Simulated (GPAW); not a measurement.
**CdSe (Cadmoselite): single point with LDA**

**Experimental background.**

From a printed reference work, data compilation, for a bulk crystal of CdSe at 2 K: band gap 1.841 eV.

The system is CdSe (Cadmoselite).

```
CELL_PARAMETERS angstrom
4.30000 0.00000 0.00000
-2.15000 3.72391 0.00000
0.00000 0.00000 7.02000
ATOMIC_POSITIONS crystal
Cd 0.66667 0.33333 0.50000
Cd 0.33333 0.66667 0.00000
Se 0.66667 0.33333 0.88500
Se 0.33333 0.66667 0.38500
```

```json
{"Program": "GPAW 26.7.0", "Task": "single point", "Functional": "LDA", "Potentials or basis": "the program's PAW data sets (release 1.2.1) made for this functional", "Cutoff": "450 eV", "Basis": "pw", "k mesh": "6 × 6 × 3", "Occupations": "fermi-dirac, width 0.05 eV", "Spin": "no spin polarisation"}
```

The pressure is -2.8 GPa. The largest force is 0.253 eV/Å. The band gap on the k mesh is 0.42 eV, direct.

Forces on the atoms (eV/Å):
```
Cd   0.000  0.000  0.252
Cd   0.000  0.000  0.253
Se   0.000  0.000 -0.253
Se   0.000  0.000 -0.253
```

Stress tensor (GPa, compression positive):
```
-2.29  0.00  0.00
 0.00 -2.29  0.00
 0.00  0.00 -3.85
```

Levels at points of the mesh, in eV from the valence-band top:
```
           k point  band 14  band 15  band 16  band 17  band 18  band 19  band 20  band 21  band 22  band 23
(0.00, 0.00, 0.00)    -0.74    -0.74    -0.02     0.00     0.00     0.42     1.89     5.72     5.72     5.97
(0.50, 0.50, 0.00)    -3.81    -2.63    -1.90    -1.28    -0.86     3.03     3.12     4.64     5.96     6.53
```

Wall time 40 s on 1 thread of AMD EPYC 7571 (shared host), peak memory 0.18 GiB.

Measured gap of CdSe: 1.841 eV (2 K; a printed reference work, data compilation). This calculation gives 0.42 eV (-1.42 eV). So large a miss can be the level of theory's own, or it may mean another phase, state or a wrong row. Spin-orbit coupling on Cd, Se is left out. The value is that of LDA, without temperature or zero-point motion. Semilocal functionals fall short of measured gaps as a rule.

Caveat: the cutoff is short for stress and forces, so pressures can be off by a GPa or more.
